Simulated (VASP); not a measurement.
# Rb in VASP: notebook, part 2 of 2

VASP 6.6.1. Earlier steps stand in the parts before.

### Step 4. Single point, PBE+D3, collinear spin, ferromagnetic start

File INCAR:

```
PREC = Accurate ; ENCUT = 400
EDIFF = 1E-6 ; ISMEAR = 0
SIGMA = 0.01 ; LREAL = F
LASPH = T ; NELM = 100
ALGO = Normal ; ISIF = 2
LWAVE = F ; LCHARG = F
ISPIN = 2 ; MAGMOM = 0.5
LORBIT = 11 ; NUPDOWN = 1
GGA = PE ; IVDW = 11
NBANDS = 14 ; ISYM = 0
```

File KPOINTS:

```
Automatic mesh
0
Gamma
  1 1 1
```

File POSCAR:

```
Rb                                      
1.0
   10.5000000000      0.0000000000      0.0000000000
    0.0000000000     11.0000000000      0.0000000000
    0.0000000000      0.0000000000     11.5000000000
  Rb            
     1
Selective dynamics
Direct
     0.5000000000000000    0.5045454544999970    0.5000000000000000   F   F   F
```

Potentials or basis: VASP PAW PBE potentials, release 64 (Rb_sv).

Started as:

```bash
$ cat potpaw_PBE.64/Rb_sv/POTCAR > POTCAR
$ mpirun -np 4 vasp_gam > vasp.out
```

OUTCAR:

```text
PREC = Accurate
   ENCUT = 400
   EDIFF = 1E-6
   ISMEAR = 0
   LREAL = F
   LASPH = T
   NELM = 100
   ISIF = 2
   ISPIN = 2
   LORBIT = 11
   NUPDOWN = 1
   GGA = PE
   IVDW = 11
   ISYM = 0
 IVDW          = 11

 ion  position               nearest neighbor table
   1  0.500  0.505  0.500-

IMPORTANT INFORMATION: All symmetrisations will be switched off!
NOSYMM: (Re-)initialisation of all symmetry stuff for point group C_1.

----------------------------------------------------------------------------------------
[... 176 lines left out ...]
  -------------------------------------------------------------------------------------
  Total      -0.21051    -0.15631    -0.11766     0.00000     0.00000     0.00000
  in kB      -0.25392    -0.18855    -0.14192     0.00000     0.00000     0.00000
  external pressure =       -0.19 kB  Pullay stress =        0.00 kB

 VOLUME and BASIS-vectors are now :
 -----------------------------------------------------------------------------
  energy-cutoff  :      400.00
  volume of cell :     1328.25
      direct lattice vectors                 reciprocal lattice vectors
    10.500000000  0.000000000  0.000000000     0.095238095  0.000000000  0.000000000
     0.000000000 11.000000000  0.000000000     0.000000000  0.090909091  0.000000000
     0.000000000  0.000000000 11.500000000     0.000000000  0.000000000  0.086956522

 POSITION                                       TOTAL-FORCE (eV/Angst)
 -----------------------------------------------------------------------------------
      5.25000      5.55000      5.75000         0.000001      0.000011     -0.000005
 -----------------------------------------------------------------------------------
    total drift:                                0.000001      0.000011     -0.000005

  FREE ENERGIE OF THE ION-ELECTRON SYSTEM (eV)
  ---------------------------------------------------
  free  energy   TOTEN  =        -0.2222227855 eV

  energy  without entropy=       -0.2222227855  energy(sigma->0) =       -0.22222279

 total charge

# of ion       s       p       d       tot
------------------------------------------
    1        1.972   5.314   0.000   7.286

 magnetization (x)

# of ion       s       p       d       tot
------------------------------------------
    1        0.042  -0.004   0.000   0.038
```

Wall time 82 s (4 MPI ranks of Intel Xeon Platinum 8488C (Sapphire Rapids), shared host); peak memory 0.38 GiB.

Results:

* Free energy: -0.2222 eV
* Net moment: 1.00 μB per cell
* Site moments: Rb +0.04 μB
* Valence electrons inside the program's atomic spheres: Rb 7.29
* Dispersion energy per atom: -0.012 eV

Caveat: the total moment is fixed, so each spin has its own Fermi level.

### Step 5. Single point, PBE+D4, collinear spin, ferromagnetic start

INCAR: that of step 4 with these lines changed.

```diff
@@ -8,3 +8,3 @@
 LORBIT = 11 ; NUPDOWN = 1
-GGA = PE ; IVDW = 11
+GGA = PE ; IVDW = 13
 NBANDS = 14 ; ISYM = 0
```

KPOINTS is that of step 4.

POSCAR is that of step 4.

Started as:

```bash
$ cat potpaw_PBE.64/Rb_sv/POTCAR > POTCAR
$ mpirun -np 4 vasp_gam > vasp.out
```

It took 78 s on 4 MPI ranks of Intel Xeon Platinum 8488C (Sapphire Rapids), shared host; peak memory 0.37 GiB.

Results (log left out):

| Quantity | Value |
| --- | --- |
| Free energy | -0.2249 eV |
| Net moment | 1.00 μB per cell |
| Site moments | Rb +0.04 μB |
| Valence electrons inside the program's atomic spheres | Rb 7.29 |
| Dispersion energy per atom | -0.015 eV |

Caveat: the total moment is fixed, so each spin has its own Fermi level.

### Step 6. Single point, PBE+D3(BJ), collinear spin, ferromagnetic start

File INCAR:

```
PREC = Accurate ; ENCUT = 520
EDIFF = 1E-6 ; ISMEAR = 0
SIGMA = 0.01 ; LREAL = F
LASPH = T ; NELM = 100
ALGO = Normal ; ISIF = 2
LWAVE = F ; LCHARG = F
ISPIN = 2 ; MAGMOM = 0.5
LORBIT = 11 ; NUPDOWN = 1
GGA = PE ; IVDW = 12
NBANDS = 14 ; ISYM = 0
```

KPOINTS is that of step 5.

POSCAR is that of step 5.

Potentials or basis: VASP PAW PBE potentials, release 64 (Rb_sv).

Started as:

```bash
$ cat potpaw_PBE.64/Rb_sv/POTCAR > POTCAR
$ mpirun -np 4 vasp_gam > vasp.out
```

OUTCAR:

```text
PREC = Accurate
   ENCUT = 520
   EDIFF = 1E-6
   ISMEAR = 0
   LREAL = F
   LASPH = T
   NELM = 100
   ISIF = 2
   ISPIN = 2
   LORBIT = 11
   NUPDOWN = 1
   GGA = PE
   IVDW = 12
   ISYM = 0
 IVDW          = 12

 ion  position               nearest neighbor table
   1  0.500  0.505  0.500-

IMPORTANT INFORMATION: All symmetrisations will be switched off!
NOSYMM: (Re-)initialisation of all symmetry stuff for point group C_1.

----------------------------------------------------------------------------------------
[... 176 lines left out ...]
  -------------------------------------------------------------------------------------
  Total      -0.20815    -0.15432    -0.11577     0.00000    -0.00000     0.00000
  in kB      -0.25107    -0.18615    -0.13965     0.00000    -0.00000     0.00000
  external pressure =       -0.19 kB  Pullay stress =        0.00 kB

 VOLUME and BASIS-vectors are now :
 -----------------------------------------------------------------------------
  energy-cutoff  :      520.00
  volume of cell :     1328.25
      direct lattice vectors                 reciprocal lattice vectors
    10.500000000  0.000000000  0.000000000     0.095238095  0.000000000  0.000000000
     0.000000000 11.000000000  0.000000000     0.000000000  0.090909091  0.000000000
     0.000000000  0.000000000 11.500000000     0.000000000  0.000000000  0.086956522

 POSITION                                       TOTAL-FORCE (eV/Angst)
 -----------------------------------------------------------------------------------
      5.25000      5.55000      5.75000         0.000000      0.000011      0.000000
 -----------------------------------------------------------------------------------
    total drift:                                0.000000      0.000011      0.000000

  FREE ENERGIE OF THE ION-ELECTRON SYSTEM (eV)
  ---------------------------------------------------
  free  energy   TOTEN  =        -0.2223090331 eV

  energy  without entropy=       -0.2223090331  energy(sigma->0) =       -0.22230903

 total charge

# of ion       s       p       d       tot
------------------------------------------
    1        1.972   5.310   0.000   7.282

 magnetization (x)

# of ion       s       p       d       tot
------------------------------------------
    1        0.042  -0.004   0.000   0.038
```

stdout:

```text
POSCAR found type information on POSCAR Rb
 POSCAR found :  1 types and       1 ions
 scaLAPACK will be used
 LDA part: xc-table for (Slater+PW92), standard interpolation
 -----------------------------------------------------------------------------
|                                                                             |
|           W    W    AA    RRRRR   N    N  II  N    N   GGGG   !!!           |
|           W    W   A  A   R    R  NN   N  II  NN   N  G    G  !!!           |
|           W    W  A    A  R    R  N N  N  II  N N  N  G       !!!           |
|           W WW W  AAAAAA  RRRRR   N  N N  II  N  N N  G  GGG   !            |
|           WW  WW  A    A  R   R   N   NN  II  N   NN  G    G                |
|           W    W  A    A  R    R  N    N  II  N    N   GGGG   !!!           |
|                                                                             |
|     The number of bands has been changed from the values supplied in        |
|     The orbitals not found in the WAVECAR file will be initialized with     |
|     random numbers, which is usually adequate. For correlated               |
|     calculations, however, you should redo the groundstate calculation.     |
|     I found NBANDS = 14. Now, NBANDS = 16.                                  |
|                                                                             |
 -----------------------------------------------------------------------------

 POSCAR, INCAR and KPOINTS ok, starting setup
 FFT: planning ... GRIDC
 FFT: planning ... GRID_SOFT
 FFT: planning ... GRID
 WAVECAR not read
 entering main loop
```

It took 2 min on 4 MPI ranks of Intel Xeon Platinum 8488C (Sapphire Rapids), shared host; peak memory 0.51 GiB.

What came out:

| Item | Value |
| --- | --- |
| Free energy | -0.2223 eV |
| Net moment | 1.00 μB per cell |
| Site moments | Rb +0.04 μB |
| Valence electrons inside the program's atomic spheres | Rb 7.28 |
| Dispersion energy per atom | -0.012 eV |

Caveat: the total moment is fixed, so each spin has its own Fermi level.

### Step 7. The runs side by side

| level | potentials or basis | cutoff (eV) | moment (μB) |
| --- | --- | --- | --- |
| LDA | VASP PAW LDA potentials, release 64 (Rb_sv) | 400 | 1.00 |
| PBEsol | VASP PAW PBE potentials, release 64 (Rb_sv) | 400 | 1.00 |
| PBE+D3 | VASP PAW PBE potentials, release 64 (Rb_sv) | 400 | 1.00 |
| PBE+D4 | VASP PAW PBE potentials, release 64 (Rb_sv) | 400 | 1.00 |
| PBE+D3(BJ) | VASP PAW PBE potentials, release 64 (Rb_sv) | 520 | 1.00 |

Alike in all rows: task single point; spin collinear, ferromagnetic start; fixed moment (μB) 1; cell as given; k mesh 1 × 1 × 1; smearing gaussian 0.01 eV.

Caveats: the total moment is fixed, so each spin has its own Fermi level; the PAW data sets were made with another functional, which shifts forces and pressure a little (some runs).

Total energies depend on the potentials used, so only differences within one code and one set of settings carry meaning.
